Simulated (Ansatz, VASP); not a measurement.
# Fe in VASP and in Ansatz

```
CELL_PARAMETERS angstrom
2.43416 0.00000 0.00000
-1.21708 2.10804 0.00000
0.00000 0.00000 3.84193
ATOMIC_POSITIONS crystal
Fe 0.33333 0.66667 0.25000
Fe 0.66667 0.33333 0.75000
```

Alike in both runs: task single point; functional PBEsol; k mesh 17 × 17 × 10; occupations fermi-dirac, width 0.08 eV; no spin polarisation.

```csv
,VASP,Ansatz
version,VASP 6.6.1,Ansatz 0.2.0
potentials or method,"VASP PAW PBE potentials, release 64 (Fe), cutoff 520 eV","all-electron LAPW, scalar-relativistic"
```

|  | VASP | Ansatz | Ansatz less VASP |
| --- | --- | --- | --- |
| pressure (GPa) | -1.5 | -1.3 | +0.28 |
| largest component of the traceless stress (GPa) | 0.50 | 0.59 | +0.096 |

Ansatz ran all-electron here, so the differences hold the error of VASP's frozen core and of both bases.

Caveats: the PAW data sets were made with another functional, which shifts forces and pressure a little (VASP); the run has no spin polarisation, though such a crystal can be magnetic. Spin polarisation is off, so any magnetic state and its effect on volume and gap are missing.
